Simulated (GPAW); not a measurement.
# Quasiparticle gap of SiC (P6_3mc) in GPAW, part 2 of 2

How does a plane-wave GW calculation on SiC (P6_3mc) run from the first input to the gap?

GPAW 26.7.0; PBE and many-body steps on it, plane waves. Known limits of the many-body steps: not at the basis limit; coarse k mesh.

So far. Step 3 (Bands along the symmetry lines): The gap is 2.004 eV, −0.090 eV from the run before at this level. Step 4 (Empty states on the mesh, 6×6×1 mesh, 175 bands): On this mesh the gap is 2.008 eV.

## (5) Screening and self-energy, 6×6×1 mesh, 165 bands, screening to 70 eV

G0W0 replaces the xc potential by the self-energy, built once from these orbitals. Only a window of levels is corrected, while the sums run over the empty bands that the input names.

This step: G0W0 on PBE, plane waves, PAW.

run.py

```python
import json
import numpy as np
from gpaw.mpi import world
from gpaw.response.g0w0 import G0W0

gw = G0W0('full.gpw',
    filename='gw',
    kpts=[0, 6],
    bands=(22, 26),
    ecut=70,
    nbands=165,
    integrate_gamma='WS',
    ppa=True)
gw.calculate()
res = {mode: {k: v for k, v in r.items() if k != 'sigma_eskwn'}
       for mode, r in gw.all_results.items()}

if world.rank == 0:
    with open('result.json', 'w') as f:
        json.dump(res, f, default=lambda x: x.tolist())
```

Command:

```
$ mpirun -n 4 gpaw python run.py
```

Numbers of over 12 decimals in the logs are rounded to 6 here.

The program printed:

```text
Using integrator: PointIntegrator
FrequencyGridDescriptor(from 0.000+0.000j to 0.000+27.211j eV, 2 points)
Nonperiodic BCs:  [False False False]
Using integrator: PointIntegrator
FrequencyGridDescriptor(from 0.000+0.000j to 0.000+27.211j eV, 2 points)
Nonperiodic BCs:  [False False False]
  ___  _ _ _
 |   || | | |
 | | || | | |
 |__ ||_____|
 |___|

BZ k-points: Symmetries present (total): 6

  [... matrices ...]
36 k-points: 6 x 6 x 1 Monkhorst-Pack grid + [1/12,1/12,0.000000]
7 k-points in the irreducible part of the Brillouin zone
       k-points in crystal coordinates                weights
   0:     0.00000000    0.00000000    0.00000000          1/36
   1:     0.16666667    0.00000000    0.00000000          6/36
   2:     0.33333333   -0.16666667    0.00000000          6/36
   3:     0.33333333    0.00000000    0.00000000          6/36
   4:     0.33333333    0.33333333    0.00000000          2/36
   5:     0.50000000    0.33333333    0.00000000         12/36
   6:     0.50000000    0.50000000    0.00000000          3/36

Distributing spins, k-points and bands (1 x 2 x 4) over 4 processes
Number of blocks: 1

Quasi particle states:
k-points (IBZ indices): [0, 6]
Band range: (22, 26)
  [... matrices ...]
Computational parameters:
Plane wave cut-off: 70 eV
Number of bands: 165
Coulomb cutoff: None
Broadening: 0.1 eV

fxc modes: GW
Kernel: RPA
Using Godby-Needs plasmon-pole approximation:
  Fitting energy: i*E0, E0 = 1.000 Hartree
Summing all q:

Calculating screened Coulomb potential
No Coulomb truncation
FrequencyGridDescriptor(from 0.000+0.000j to 0.000+27.211j eV, 2 points)
Removing empty qpoint cache files...

Calculating chi0 body with:
    Ground state adapter containing:
    Number of spins: 1
    Number of kpoints: 36
    Number of irreducible kpoints: 7
    Number of completely occupied states: 24
    Number of partially occupied states: 24
    Occupied states memory: 10.6787109375 M / cpu

    Linear response parametrization:
    q_c: [1.3877787807814457e-17, 1.3877787807814457e-17, 0.0]
    Number of frequency points: 2
    Planewave cutoff: 70.0
    Number of bands: 165
    Number of planewaves: 165
    Broadening (eta): 1e-06
    comm.size: 4
    kncomm.size: 4
    blockcomm.size: 1

    Memory estimate of potentially large arrays:
        chi0_wGG: 0.830841 M / cpu
Integrating chi0 body.

Symmetries of q_c:
    Direct symmetries (Uq -> q): 6
    Indirect symmetries (TUq -> q): 6
In total 12 allowed symmetries.

  [... matrices ...]
7 groups of equivalent kpoints. 80.555556% reduction.

Integral kind: response function
Integrating chi0 head and wings.

Symmetries of q_c:
    Direct symmetries (Uq -> q): 6
    Indirect symmetries (TUq -> q): 6
In total 12 allowed symmetries.

  [... matrices ...]
7 groups of equivalent kpoints. 80.555556% reduction.

Integral kind: response function wings

Calculating chi0 body with:
    Ground state adapter containing:
    Number of spins: 1
    Number of kpoints: 36
    Number of irreducible kpoints: 7
    Number of completely occupied states: 24
    Number of partially occupied states: 24
[... the further q-points ...]

Results:
f:      Occupation numbers
eps:     KS-eigenvalues [eV]
vxc:     KS vxc [eV]
exx:     Exact exchange [eV]
sigma:   Self-energies [eV]
dsigma:  Self-energy derivatives
Z:       Renormalization factors
qp:      QP-energies [eV]

k-point 0 (0): (0.000, 0.000, 0.000)                GW
band       f     eps     vxc     exx   sigma  dsigma       Z      qp
                                                                   GW
  22   1.000   8.281 -15.758 -18.298   2.561  -0.246   0.803   8.297
  23   1.000   8.281 -15.758 -18.298   2.560  -0.246   0.803   8.297
  24   0.000  13.450 -14.480  -9.154  -4.180  -0.226   0.816  14.385
  25   0.000  13.624 -14.437  -9.059  -4.227  -0.228   0.814  14.561

k-point 1 (6): (0.500, 0.500, 0.000)                GW
band       f     eps     vxc     exx   sigma  dsigma       Z      qp
                                                                   GW
  22   1.000   6.618 -15.030 -17.955   2.676  -0.250   0.800   6.419
  23   1.000   7.175 -15.613 -18.579   2.801  -0.251   0.799   7.044
  24   0.000  10.289 -11.795  -7.583  -3.518  -0.214   0.824  10.861
  25   0.000  10.479 -11.805  -7.470  -3.630  -0.213   0.825  11.060
```

Elapsed: 79 s, on 4 MPI ranks of Arm Neoverse V2, shared host; peak memory 1.6 GiB; 5.3 min of CPU time.

Numbers from this step:

```
G0W0 gap on the points computed              : 2.564 eV
least direct G0W0 gap on the computed points : 3.818 eV
Z at the valence top                         : 0.8028
Z at the conduction bottom                   : 0.8239
starting gap on the mesh                     : 2.008 eV
k of the valence top                         : 0, 0, 0
k of the conduction bottom                   : 0.5, 0.5, 0
```

The gap on the mesh goes from 2.01 eV to 2.56 eV, a correction of +0.56 eV. The start differs from the 2.09 eV found before because the two sample other k points.

Limits: finite bands, cutoff and mesh; coarse k mesh. v1 is the top filled band, c1 the lowest empty one. The levels before and after the correction (eV, zero at the valence-band top of each column):

```tsv
	conduction bottom	valence top
Kohn-Sham	2.01	0.00
G0W0	2.56	0.00
```

```tsv
	level	energy (eV)
Kohn-Sham	Γ v2-v1	0.000
Kohn-Sham	Γ c1	5.169
Kohn-Sham	Γ c2	5.343
Kohn-Sham	(0.5 0.5 0) v2	-1.663
Kohn-Sham	(0.5 0.5 0) v1	-1.106
Kohn-Sham	(0.5 0.5 0) c1	2.008
Kohn-Sham	(0.5 0.5 0) c2	2.198
G0W0	Γ v2-v1	0.000
G0W0	Γ c1	6.088
G0W0	Γ c2	6.264
G0W0	(0.5 0.5 0) v2	-1.878
G0W0	(0.5 0.5 0) v1	-1.253
G0W0	(0.5 0.5 0) c1	2.564
G0W0	(0.5 0.5 0) c2	2.763
```

## (6) Where the time went

Times are wall times on 4 MPI ranks of Arm Neoverse V2, shared host, good to a factor of about two.

```tsv
step	time	share	memory (GiB)
ground state	82 s	26 %	0.93
bands along the symmetry lines	93 s	29 %	1.2
empty states on the mesh	63 s	20 %	1.1
screening and self-energy	79 s	25 %	1.6
```

## (7) Results

| Item | Value |
| --- | --- |
| PBE gap | 2.00 eV, indirect |
| G0W0 gap on the mesh | 2.56 eV |
| GW settings | 6×6×1 mesh, 165 bands, screening to 70 eV, Godby-Needs plasmon pole |
| known limits | not at the basis limit; coarse k mesh |

G0W0 moves the gap on the mesh from 2.01 eV to 2.56 eV (+0.56 eV), with Z of 0.80 and 0.82 at the edges. Only 2 of the mesh's irreducible points were corrected, so a valley elsewhere could overtake. Against experiment, by G0W0@PBE: the gap of 2.56 eV lies −0.47 eV from the measured 3.03 eV (indirect, quoted 2018); the gap of 2.56 eV lies −0.44 eV from the measured 3 eV (optical, 2017); the gap of 2.56 eV lies −0.46 eV from the measured 3.02 eV (kind not stated, quoted 2020). An exciton line or allowed optical edge lies below the quasiparticle gap by the binding energy; a forbidden edge can push the onset above it. The calculation has static nuclei and no excitons; a measured gap holds zero-point and thermal motion, which mostly lowers it. Bands and cutoff are finite, so the gap is not at the basis limit. The miss can reach some tenths of an eV and take either sign; the mesh is an error of its own. These stock PAW sets were not made for GW. In the G0W0 run levels were corrected at 2 k points alone, so a gap called «on the mesh» is the least over those, and an edge elsewhere would be missed. The 6×6×1 mesh is coarse for this cell, which bears on the long-range parts of exchange and screening.

[Paths, hosts, dates, memory and timing lines, banners, echoed tables and standing remarks are left out of the program output.]

[Logs are printed without paths, hosts, clocks, repeated set-up lines and the standing remarks that a program may print on its own settings, such as how far it seeks lower states.]

[Runs of the session that timed out or met a known fault of the program may be left out.]

[Hosts, paths, dates, database ids (printed as entryN), source tags and the programs' standing remarks are cut or masked in the printed files.]
